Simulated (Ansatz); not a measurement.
GeTe in space group R3m (No. 160; Ge on 3a, Te on 3a) is relaxed with r²SCAN in the plane-wave PAW code Ansatz. What lattice parameters of the conventional cell result?

a = 4.187 Å, c = 11.073 Å.

Give the free coordinates with the occupied sites.

In one choice of origin and axes:

| atom | site | symmetry | x | y | z |
|---|---|---|---|---|---|
| Ge | 3a | 3m | 0.0000 | 0.0000 | 0.7684 |
| Te | 3a | 3m | 0.0000 | 0.0000 | 0.2316 |

Is it a metal or does it have a gap at this level?

A gap of 0.59 eV, indirect.

Symmetry was held in the r²SCAN relaxation; of distortions, only those at the zone centre were tested. Spin–orbit coupling is left out wherever it is not named.

Potentials: the later of the program's two PAW sets.
